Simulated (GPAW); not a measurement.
A run of GPAW 26.7.0 is set up as follows.

Contents of run.py:

```python
from ase import Atoms
from ase.eos import EquationOfState
from ase.io import Trajectory
from ase.units import GPa
from gpaw import GPAW, PW

atoms = Atoms(['Hf', 'Hf', 'O', 'O', 'O', 'O'],
              cell=[[3.55801933, 0.0, 0.0],
                    [0.0, 3.55801933, 0.0],
                    [0.0, 0.0, 5.17186121]],
              scaled_positions=[[0.0, 0.0, 0.0],
                                [0.5, 0.5, 0.5],
                                [0.0, 0.5, 0.19720788],
                                [0.5, 0.0, 0.30279212],
                                [0.5, 0.0, 0.80279212],
                                [0.0, 0.5, 0.69720788]],
              pbc=True)

traj = Trajectory('eos.traj', 'w')
volumes, energies = [], []
for x in [0.94, 0.96, 0.98, 1.0, 1.02, 1.04, 1.06]:
    a = atoms.copy()
    a.set_cell(atoms.cell * x**(1 / 3), scale_atoms=True)
    calc = GPAW(mode=PW(800),
                xc='LDA',
                kpts={'size': (5, 5, 4), 'gamma': True},
                occupations={'name': 'fermi-dirac', 'width': 0.05},
                nbands=43,
                convergence={'density': 1e-05, 'energy': 1e-05},
                maxiter=150,
                txt=f'eos-{x:.2f}.txt')
    a.calc = calc
    energies.append(a.get_potential_energy(force_consistent=True))
    volumes.append(a.get_volume())
    p = -a.get_stress()[:3].mean() / GPa
    calc.write(f'eos-{x:.2f}.gpw')
    traj.write(a)
    print(f'{x:.2f} {volumes[-1]:10.4f} A^3 {energies[-1]:14.6f} eV {p:9.3f} GPa', flush=True)

v0, e0, B = EquationOfState(volumes, energies, eos='birchmurnaghan').fit()
print(f'V0 = {v0:.4f} A^3, E0 = {e0:.6f} eV, B0 = {B / GPa:.2f} GPa')
```

Potentials or basis: the program's PAW data sets (release 1.2.1) made for this functional, pw.

Run with:

```sh
$ OMP_NUM_THREADS=1 python run.py
```

(1) Predict the bulk modulus at fixed shape and positions.

(2) What does it give for the equilibrium volume?

(3) Estimate the pressure derivative of the bulk modulus.

Results:

(1) 278 GPa.

(2) 10.69 Å³/atom.

(3) 4.3.

Caveat: the cell was scaled at fixed shape and fractional positions, which overstates the stiffness of a crystal with free parameters, most of all of layers and chains.
